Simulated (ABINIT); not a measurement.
# Pt (Fm-3m) in ABINIT: settings compared, part 2 of 2

ABINIT 10.8.3 (patched build). The steps go on from the part before.

### 5 Band structure, PBEsol

File run.abi:

```
# Datasets: ground state, then fixed potential
ndtset 2

# Pseudopotentials
pp_dirpath "./"
pseudos "Pt.upf"

# Structure
acell 3*1.0 Angstrom
rprim
     0.0000000000     1.9609000000     1.9609000000
     1.9609000000     0.0000000000     1.9609000000
     1.9609000000     1.9609000000     0.0000000000
ntypat 1
znucl 78
natom 1
typat 1
xred
     0.0000000000     0.0000000000     0.0000000000

# Plane-wave basis
ecut 42.0

# Exchange and correlation
ixc -116133

# Bands and occupations
occopt 3
tsmear 0.05 eV

# SCF cycle
nstep 100

# Output
iomode 3
prtwf 0
prteig 0
prtebands 0
enunit 1
prtden1 1

# Dataset 1
kptopt1 1
ngkpt1 12 12 12
nshiftk1 1
shiftk1 0.0 0.0 0.0
nband1 13
tolvrs1 1.0e-10

# Dataset 2: bands along G-X-W-K-G-L-U-W-L-K
iscf2 -2
getden2 1
nband2 19
nbdbuf2 4
tolwfr2 1.0e-11
kptopt2 -9
ndivsm2 5
prteig2 1
prtvol2 -3
kptbounds2
     0.0000000000     0.0000000000     0.0000000000
     0.5000000000     0.0000000000     0.5000000000
     0.5000000000     0.2500000000     0.7500000000
     0.3750000000     0.3750000000     0.7500000000
     0.0000000000     0.0000000000     0.0000000000
     0.5000000000     0.5000000000     0.5000000000
     0.6250000000     0.2500000000     0.6250000000
     0.5000000000     0.2500000000     0.7500000000
     0.5000000000     0.5000000000     0.5000000000
     0.3750000000     0.3750000000     0.7500000000
```

Potentials or basis: PseudoDojo NC SR PBEsol v0.4 stringent.

Command:

```sh
$ abinit run.abi > log 2>&1
```

run.abo:

```text
.Version 10.8.3 of ABINIT
 DATASET    1 : space group Fm -3 m (#225); Bravais cF (face-center cubic)
================================================================================
 Values of the parameters that define the memory need for DATASET  1.
     intxc =       0    ionmov =       0      iscf =       7    lmnmax =       8
     lnmax =       8     mgfft =      32  mpssoang =       4    mqgrid =    3001
     natom =       1  nloc_mem =       1    nspden =       1   nspinor =       1
    nsppol =       1      nsym =      48    n1xccc =    2501    ntypat =       1
    occopt =       3   xclevel =       2
       mpw =        1341          nfft =       32768          nkpt =          72
================================================================================
================================================================================

 DATASET    2 : space group Fm -3 m (#225); Bravais cF (face-center cubic)
================================================================================
 Values of the parameters that define the memory need for DATASET  2.
     intxc =       0    ionmov =       0      iscf =      -2    lmnmax =       8
     lnmax =       8     mgfft =      32  mpssoang =       4    mqgrid =    3001
     natom =       1  nloc_mem =       1    nspden =       1   nspinor =       1
    nsppol =       1      nsym =      48    n1xccc =    2501    ntypat =       1
    occopt =       3   xclevel =       2
       mpw =        1351          nfft =       32768          nkpt =          87
================================================================================
================================================================================
[... 975 lines left out ...]
 -82.36411  -36.29150  -36.25994  -36.25994    6.60855   12.11368   12.82345   12.82345
  14.25595   14.85195   31.81295   34.57365   35.84333   35.84333   44.32074   44.45796
  44.45796   46.19638   48.37803
 kpt#   5, nband= 19, wtk=  1.00000, kpt=  0.1429  0.0000  0.1429 (reduced coord)
[... 317 lines left out ...]
  16.08591   21.01507   22.10618   29.10320   33.06573   34.38936   43.44169   43.54082
  45.87961   51.04365   52.66802
 kpt#  85, nband= 19, wtk=  1.00000, kpt=  0.4028  0.4028  0.6944 (reduced coord)
 -82.32773  -36.61342  -36.50435  -36.36444   10.25412   11.25661   12.80294   14.33983
  16.04531   21.31993   22.68968   27.80503   32.33891   35.12921   43.51917   43.58726
  44.90177   52.16933   52.71689
 kpt#  86, nband= 19, wtk=  1.00000, kpt=  0.3889  0.3889  0.7222 (reduced coord)
 -82.32659  -36.60331  -36.52458  -36.37454   10.14853   11.03509   13.08318   14.72268
  16.05283   21.57833   23.19392   26.71711   31.60202   35.76786   43.55174   43.59703
  44.36386   52.61153   53.29386
 kpt#  87, nband= 19, wtk=  1.00000, kpt=  0.3750  0.3750  0.7500 (reduced coord)
 -82.32592  -36.61257  -36.51859  -36.38289   10.01240   10.80644   13.42173   15.00082
  16.14472   21.97887   22.99399   26.37976   30.92002   36.23106   42.83345   43.63026
  44.91090   52.55249   53.75758

== END DATASET(S) ==============================================================
================================================================================

 -outvars: echo values of variables after computation  --------
            acell      1.8897261259E+00  1.8897261259E+00  1.8897261259E+00 Bohr
           etotal1    -1.3055707573E+02
            fcart1    -0.0000000000E+00 -0.0000000000E+00 -0.0000000000E+00
            rprim      0.0000000000E+00  1.9609000000E+00  1.9609000000E+00
                       1.9609000000E+00  0.0000000000E+00  1.9609000000E+00
                       1.9609000000E+00  1.9609000000E+00  0.0000000000E+00
           strten1     4.0467169216E-05  4.0467169216E-05  4.0467169216E-05
                       0.0000000000E+00  0.0000000000E+00  0.0000000000E+00
 Calculation completed.
```

Run time: 62 s. Hardware: 1 thread of Arm Neoverse V1, shared host; peak memory 0.11 GiB.

Results:

* Free energy: -3552.6390 eV
* Pressure: -1.2 GPa
* Band gap on the k mesh: none (metal or under the smearing width)
* Valence electrons inside the program's atomic spheres: Pt 14.48 (radii [1.0584] Å)

Levels at the corners of the path, in eV from the Fermi level:
```
point  band 6  band 7  band 8  band 9  band 10  band 11  band 12  band 13
    Γ   -3.83   -3.83   -3.83   -1.64    -1.64    14.54    19.47    19.47
    X   -6.68    0.01    0.48    0.48     1.67     8.80    11.29    11.29
    W   -4.61   -4.61   -2.03    0.48     7.03     8.20     8.20    11.98
    K   -5.53   -2.91   -1.33   -0.19     5.64     6.66    10.05    14.59
    Γ   -3.83   -3.83   -3.83   -1.64    -1.64    14.54    19.47    19.47
    L   -3.89   -3.89   -0.59    0.03     0.03     5.78    14.10    18.86
    U   -5.53   -2.91   -1.33   -0.19     5.64     6.66    10.05    14.59
    W   -4.61   -4.61   -2.03    0.48     7.03     8.20     8.20    11.98
    L   -3.89   -3.89   -0.59    0.03     0.03     5.78    14.10    18.86
    K   -5.53   -2.91   -1.33   -0.19     5.64     6.66    10.05    14.59
```

Caveat: spin-orbit coupling is left out, which moves the levels of the heavy elements.

### 6 The runs side by side

```csv
task,level,potentials or basis,spin,cutoff (eV),dispersion computed by,fine-grid cutoff,gap on the mesh (eV),pressure (GPa)
equation of state,AM05+D4,JTH PAW PBE v2.0,off,435,dftd4 4.3.1,870.764 eV,-,-
band structure,PW91,JTH PAW PBE v2.0,off,435,-,870.764 eV,none,12.0
band structure,AM05,JTH PAW PBE v2.0,"SOC, no magnetisation",435,-,870.764 eV,none,-1.2
band structure,PBEsol,PseudoDojo NC SR PBEsol v0.4 stringent,off,1143,-,-,none,-1.2
```

Alike in all rows: cell as given; k mesh 12 × 12 × 12; smearing fermi-dirac 0.05 eV.

Caveats: the PAW data sets were made with another functional, which shifts forces and pressure a little (some runs); spin-orbit coupling is left out, which moves the levels of the heavy elements (some runs); pressures at fixed basis lie under the slope of the energies (some runs).

Absolute energies hang on the potentials; compare differences alone.
